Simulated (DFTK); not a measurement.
The system is ZrS2.

```
Zr S
1.0
     3.69138    0.00000    0.00000
    -1.84569    3.19683    0.00000
     0.00000    0.00000    6.04108
Zr S
1 2
Direct
  0.00000 0.00000 0.00000
  0.33333 0.66667 0.23791
  0.66667 0.33333 0.76209
```

The cell is a database's computed one.

Base run:

- Program: DFTK 0.8.2
- Functional: BLYP
- Potentials or basis: SG15 1.2 (PBE)
- Cutoff: 1225 eV
- k mesh: 6 × 6 × 4
- Occupations: fermi-dirac, width 0.05 eV
- Spin: no spin polarisation

Its results: band gap on the k mesh 1.12 eV, indirect (least direct gap 1.63 eV); pressure 4.1 GPa; largest force 0.255 eV/Å.

Task: After a change of settings the same cell gave: band gap on the k mesh 1.42 eV, indirect (least direct gap 2.01 eV); pressure -0.2 GPa; largest force 0.038 eV/Å. Which change was it?
A. functional from BLYP to SCAN
B. functional from BLYP to RPBE
C. functional from BLYP to PBEsol
D. functional from BLYP to WC

Result: A.

SCAN gives the wider gap, since meta-GGAs in the generalised Kohn-Sham scheme recover part of the derivative discontinuity.

Caveats: the potentials were made for another functional, which shifts forces and pressure; this functional lacks dispersion, which binds the layers, so the pressure and a relaxed spacing across them are unreliable (some runs).

Runs at the PBE level aren't shown here.
